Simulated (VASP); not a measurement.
Cu3Au (Auricupride):

```
Cu Au
1.0
     3.74000    0.00000    0.00000
     0.00000    3.74000    0.00000
     0.00000    0.00000    3.74000
Cu Au
3 1
Direct
  0.00000 0.50000 0.50000
  0.50000 0.00000 0.50000
  0.50000 0.50000 0.00000
  0.00000 0.00000 0.00000
```

- Program: VASP 6.6.1
- Task: relaxation of cell and atoms
- Functional: AM05
- Potentials or basis: VASP PAW PBE potentials, release 64 (Cu, Au)
- Cutoff: 600 eV
- k mesh: 10 × 10 × 10
- Occupations: methfessel-paxton, width 0.1 eV
- Spin: no spin polarisation

At the start: pressure -3.6 GPa; volume 13.08 Å³/atom.

Problem. Where does the relaxation end?

Solution. Over 3 steps the energy falls by 3.6 meV/atom and the volume is 12.77 Å³/atom (-2.4 %); space group Pm-3m (No. 221, to 0.05 Å).

Step by step:
| step | energy change (eV) | largest force (eV/Å) | pressure (GPa) | volume (Å³) |
| --- | --- | --- | --- | --- |
| 1 | 0.0000 | 0.0000 | -3.60 | 52.31 |
| 2 | -0.0046 | 0.0000 | 3.47 | 50.12 |
| 3 | -0.0145 | 0.0000 | 0.02 | 51.08 |

Final structure:
```xyz
4
Lattice="3.7102 0.0000 0.0000 0.0000 3.7102 0.0000 0.0000 0.0000 3.7102" Properties=species:S:1:pos:R:3 pbc="T T T"
Cu    0.0000    1.8551    1.8551
Cu    1.8551    0.0000    1.8551
Cu    1.8551    1.8551    0.0000
Au    0.0000    0.0000    0.0000
```

Caveat: the PAW data sets were made with another functional, which shifts forces and pressure a little.
